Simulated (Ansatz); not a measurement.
What does this script print? It uses Ansatz's Python interface.

`POSCAR`
```text
GaAs
1.0
   0.00000000    2.82685000    2.82685000
   2.82685000    0.00000000    2.82685000
   2.82685000    2.82685000    0.00000000
Ga As
1 1
Direct
   0.00000000    0.00000000    0.00000000
   0.25000000    0.25000000    0.25000000
```

Script `elastic_gaas.py`:
```python
# -*- coding: utf-8 -*-
'''Elastic constants of GaAs.'''

from dataclasses import replace

import ansatz as az
from ase.io import read
import numpy as np


def main():
    atoms = read('POSCAR', format='vasp')
    gaas = az.Crystal.from_ase(atoms)

    model = (
        gaas.calculation()
        .occupations('cold')
        .functional('PBEsol')
        .kpoints(8, 8, 8)
    )
    # first bring the cell to zero stress
    rest = model.relax(cell=True).run(threads=1).lattice
    relaxed = az.Crystal(lattice=az.Lattice.of(rest.cell_ang))
    for site in rest.sites:
        relaxed = relaxed.atom(site.symbol, site.position_frac)
    model = replace(model, crystal=relaxed)
    print('relaxed volume {:.3f} A^3'.format(abs(np.linalg.det(rest.cell_ang))))
    outcome = model.elastic('clamped_ion', amplitude=0.005).run(threads=1)
    elastic = outcome.elastic

    print(np.array2string(np.round(elastic.c_gpa, 1) + 0.0, suppress_small=True))
    print('Voigt stress of the unstrained cell (GPa, tension positive):', np.round(elastic.sigma0_gpa, 3) + 0.0)
    print('smallest eigenvalue of C:', round(elastic.stability.min_eigenvalue_gpa, 1), 'GPa; tensor positive definite:', elastic.stability.min_eigenvalue_gpa > 0)
    # averaged moduli need a positive definite tensor
    if elastic.stability.min_eigenvalue_gpa > 0:
        for name, value in elastic.moduli.to_plain().items():
            print(f'{name:14s} {value:9.3f}')


if __name__ == '__main__':
    main()
```

Output of `python elastic_gaas.py`:
```text
DeckWarning: basis.ecutwfc = 420 eV, auto-derived from the records' recommended cutoffs: set by Ga (normal level)
relaxed volume 45.275 A^3
[[110.2  49.4  49.4   0.    0.    0. ]
 [ 49.4 110.2  49.4   0.    0.    0. ]
 [ 49.4  49.4 110.2   0.    0.    0. ]
 [  0.    0.    0.   75.    0.    0. ]
 [  0.    0.    0.    0.   75.    0. ]
 [  0.    0.    0.    0.    0.   75. ]]
Voigt stress of the unstrained cell (GPa, tension positive): [-0.032 -0.032 -0.032  0.     0.     0.   ]
smallest eigenvalue of C: 60.8 GPa; tensor positive definite: True
k_voigt_gpa       69.669
k_reuss_gpa       69.669
k_hill_gpa        69.669
g_voigt_gpa       57.151
g_reuss_gpa       47.249
g_hill_gpa        52.200
youngs_gpa       125.305
poisson            0.200
```
(Warnings from the package without file and line.)

A positive definite tensor excludes instabilities under uniform strain alone; phonons elsewhere in the zone can still be imaginary. In a crystal with a gap the Fermi level's place inside it depends on smearing and mesh. These are clamped-ion constants: where atoms have free coordinates under strain, the relaxed-ion ones can be far smaller or negative, so this tensor doesn't settle whether the crystal is stable. The structure is a deposited one; some such entries were measured under pressure or heat, so a shift against it needn't be the functional's error alone. The constants belong to the cell that was strained; where it wasn't relaxed first it may be under stress. Timing: 2.4 min on 1 thread of Intel(R) Xeon(R) Processor @ 2.30GHz (shared host), peak memory 0.65 GiB.

(A comment or docstring line of the script was reworded after the run, the code is as it ran.)
